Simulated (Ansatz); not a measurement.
# K2S (fluorite type): a single-point run

The task is a single-point run on K2S (fluorite type). The structure is shown as the input types it.

Program: Ansatz 0.2.0. Level of theory: DFT, PBE, all-electron LAPW, scalar-relativistic. These are calculated values, not measurements.

1 further run of the same task is left out (set aside as unsound or not needed).

### 1 The starting structure

The structure is cubic, space group Fm-3m (No. 225). The conventional cell has a = 7.312 Å, b = 7.312 Å, c = 7.312 Å, α = 90.00°, β = 90.00°, γ = 90.00°. S (site symmetry m-3m) is surrounded by 8 K at 3.17 Å. Around K (site symmetry -43m) lie 4 S at 3.17 Å.

Structure file:

```cif
data_structure
_symmetry_space_group_name_H-M 'Fm-3m'
_symmetry_Int_Tables_number 225
_cell_length_a 7.3116
_cell_length_b 7.3116
_cell_length_c 7.3116
_cell_angle_alpha 90.000
_cell_angle_beta 90.000
_cell_angle_gamma 90.000
_cell_volume 390.88
loop_
_atom_site_label
_atom_site_type_symbol
_atom_site_symmetry_multiplicity
_atom_site_Wyckoff_symbol
_atom_site_fract_x
_atom_site_fract_y
_atom_site_fract_z
_atom_site_occupancy
S1 S 4 a 0.00000 0.00000 0.00000 1
K1 K 8 c 0.25000 0.75000 0.75000 1
```

### 2 Running it

The input, input.yaml:

```yaml
crystal:
  lattice:
    - [0.0, 3.6558024717, 3.6558024717]
    - [3.6558024717, 0.0, 3.6558024717]
    - [3.6558024717, 3.6558024717, 0.0]
  atoms:
    - { symbol: S, position: [0.0, 0.0, 0.0] }
    - { symbol: K, position: [0.25, 0.25, 0.25] }
    - { symbol: K, position: [0.75, 0.75, 0.75] }
kpoints:
  mp_grid: { grid: [1, 1, 1] }
scf:
  occupations: { method: fermi_dirac, width: 0.03 }
  max_iter: 80
hamiltonian:
  xc: pbe
  pseudopotentials: { kind: all_electron, lapw: { basis_error: 0.001 } }
output:
  forces: true
  stress: true
  eigenvalues: true
```

Command:

```
$ ansatz run input.yaml --threads 1 --pin off --max-ram 4096MiB --backend cpu --events-out ev --progress --plain --runs-dir out
```

Q: Will this input give a usable result? If not, why, and what should change?

The program finished normally. That alone doesn't make the input a sound one.

In the input, kpoints.mp_grid.grid is [1, 1, 1]. One k-point can't sample the Brillouin zone of so small a cell.

To check: set kpoints.mp_grid.grid to [10, 10, 10].
